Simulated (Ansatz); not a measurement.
Sr: energy above lowest point and pressure against volume per atom

All results are calculated (Ansatz 0.2.0 development build). Equation of state of a cubic crystal from periodic Kohn-Sham density functional theory without spin; pressure corrected for the finite basis.

Cell of the first row (space group Pm-3m, No. 221):
```
CELL_PARAMETERS angstrom
3.77840 0.00000 0.00000
0.00000 3.77840 0.00000
0.00000 0.00000 3.77840
ATOMIC_POSITIONS crystal
Sr 0.00000 0.00000 0.00000
```

Settings of every row: formula Sr; structure type simple cubic; functional PBE; spin treatment none; k mesh 28x28x28; occupation method fermi-dirac; occupation width 0.061225619 eV; wave cutoff 420 eV; datasets soft-1 PAW; density cutoff ratio 4.

Limits: a cubic model structure, not a phase known at ambient conditions.

```csv
row,volume per atom (Å³),energy above lowest point (meV/atom),pressure (GPa)
1,53.944,4.19,0.444
2,55.091,?,?
3,56.239,0.28,0.112
4,57.387,0,-0.033
5,58.535,0.72,-0.167
6,59.682,2.36,-0.289
7,60.83,4.84,-0.401
```

Question: what energy above lowest point and pressure should row 2 give?

Worked fit of energy above lowest point. Take u = (V_r/V)^(2/3) − 1 with V_r = 57.961 Å³ an atom, which is twice the finite (Eulerian) strain; such expansions in the strain, on which the Birch-Murnaghan equation of state is built, carry the rest volume and the bulk modulus. The shown rows have u = 0.04905, 0.02031, 0.00666, -0.00655, -0.01932, -0.0317. Least squares give energy above lowest point = 0.241 − 54.81 × u + 2813 × u² − 1105 × u³ meV/atom; a parabola predicts inner rows, each left out in turn, worse (root mean square 0.022 against 0.0028 meV/atom). All shown rows lie on it to the printed digit. Its lowest point lies at u = 0.0098, or V = 57.12 Å³ an atom, and the curvature there gives the bulk modulus at fixed shape and fractions, B = (4/9)(1 + u)² E″(u)/V = 7.07 GPa. The withheld row has u = 0.03444, so the fit gives 0.241 − 54.81 × (0.03444) + 2813 × (0.03444)² − 1105 × (0.03444)³ = 1.64 meV/atom.

The calculation gave 1.64 meV/atom. The fit meets it to the printed digit.

Worked fit of pressure. Take u = (V_r/V)^(2/3) − 1 with V_r = 57.961 Å³ an atom, which is twice the finite (Eulerian) strain; such expansions in the strain, on which the Birch-Murnaghan equation of state is built, carry the rest volume and the bulk modulus. The shown rows have u = 0.04905, 0.02031, 0.00666, -0.00655, -0.01932, -0.0317. Least squares give pressure = −0.1015 + 10.104 × u + 20.75 × u² GPa; a straight line predicts inner rows, each left out in turn, worse (root mean square 0.014 against 0.00034 GPa). All shown rows lie on it to the printed digit. The pressure vanishes at u = 0.0098, or V = 57.12 Å³ an atom, and there the bulk modulus at fixed shape and fractions is B = −V dP/dV = (2/3)(1 + u) dP/du = 7.08 GPa. The withheld row has u = 0.03444, so the fit gives −0.1015 + 10.104 × (0.03444) + 20.75 × (0.03444)² = 0.271 GPa.

The calculation gave 0.271 GPa. The fit meets it to the printed digit.
